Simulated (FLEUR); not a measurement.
Pt: band structure with r2SCAN

Pt:

```
CELL_PARAMETERS angstrom
-1.58422 1.58422 1.58422
1.58422 -1.58422 1.58422
1.58422 1.58422 -1.58422
ATOMIC_POSITIONS crystal
Pt 0.00000 0.00000 0.00000
```

This isn't the form of Pt at room conditions, which is fcc.

| Quantity | Value |
| --- | --- |
| Program | FLEUR MaX-R8.1 (later development tree) |
| Task | band structure |
| Functional | r2SCAN |
| Potentials or basis | all-electron |
| Basis | FLAPW |
| Kmax | 4.1 1/bohr |
| k mesh | 9 × 9 × 9 |
| Occupations | fermi-dirac, width 0.05 eV |
| Spin | spin-orbit coupling, no magnetisation |
| Gmax | 12.7 1/bohr |
| Muffin-tin radii | Pt 2.4 bohr |
| lmax | Pt 10 |
| lnonsphr | Pt 10 |
| Local orbitals a species | Pt 5 |
| Max iterations | 80 |
| Mixing factor | 0.05 |
| Mixer | Anderson |
| Mixer history | 30 |
| Density convergence | 0.0001 me/bohr^3 |

| Property | Result |
| --- | --- |
| Band gap along the path | none (metal or under the smearing width) |
| Valence electrons inside the program's atomic spheres | Pt 16.13 (radii Pt 2.4 bohr) |

Levels at the corners of the path, in eV from the Fermi level:
```
point  band 16  band 17  band 18  band 19  band 20  band 21
    Γ    -3.05    -0.94    -0.94    -0.94    -0.94    17.97
    H     0.23     1.25     1.25     6.60     6.60     8.92
    N    -0.76     0.50     0.50     1.20     1.20     6.64
    Γ    -3.05    -0.94    -0.94    -0.94    -0.94    17.97
    P    -0.65    -0.65    -0.65     5.06     5.06     9.37
    H     0.23     1.25     1.25     6.60     6.60     8.92
    P    -0.65    -0.65    -0.65     5.06     5.06     9.37
    N    -0.76     0.50     0.50     1.20     1.20     6.64
```

Core levels (eV from the Fermi level):
```csv
atom,levels
1 Pt,"1s1/2 -78314.2, 2s1/2 -13743.8, 2p1/2 -13169.4, 2p3/2 -11440.3, 3s1/2 -3225.1, 3p1/2 -2968.0, 3p3/2 -2587.8, 4s1/2 -690.1, 3d3/2 -2161.0, 3d5/2 -2079.1, 4p1/2 -581.1, 4p3/2 -490.6, 4d3/2 -312.4, 4d5/2 -295.5, 4f5/2 -67.9, 4f7/2 -64.5"
```

Wall time 11 min on 1 thread of Intel(R) Xeon(R) Processor @ 2.50GHz (Skylake/Cascade Lake), with other jobs on the host, peak memory 0.18 GiB.

Caveat: the meta-GGA is that of a development version, with a GGA for the radial functions and cores and without core tails.
